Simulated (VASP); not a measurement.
The system is Ge.

```
CELL_PARAMETERS angstrom
1.39715 -2.60052 0.00000
1.39715 2.60052 0.00000
0.00000 0.00000 2.69823
ATOMIC_POSITIONS crystal
Ge 0.50000 0.50000 0.00000
```

This isn't the form of Ge at room conditions, which is diamond.

| Quantity | Value |
| --- | --- |
| Program | VASP 6.6.1 |
| Task | single point |
| Functional | PBE |
| Potentials or basis | VASP PAW PBE potentials, release 64 (Ge_d) |
| Cutoff | 520 eV |
| k mesh | 11 × 11 × 10 |
| Occupations | fermi-dirac, width 0.05 eV |
| Spin | no spin polarisation |

On this cell: pressure -0.6 GPa; band gap on the k mesh none (metal or under the smearing width).

The same run follows on a disturbed copy (cell strained at random at fixed volume):

```xyz
1
Lattice="1.3670 -2.6325 0.0133 1.3601 2.6288 0.0078 0.0204 -0.0029 2.7332" Properties=species:S:1:pos:R:3 pbc="T T T"
Ge    1.4077   -0.0092   -0.0083
```

Task: What does the disturbed cell give?

Result: The energy (extrapolated to zero smearing) moves by +13.6 meV/atom; pressure -0.2 GPa; band gap on the k mesh none (metal or under the smearing width).

Stress tensor (GPa, compression positive):
```
 4.03 -0.09 -0.33
-0.09 -1.52  0.07
-0.33  0.07 -3.02
```
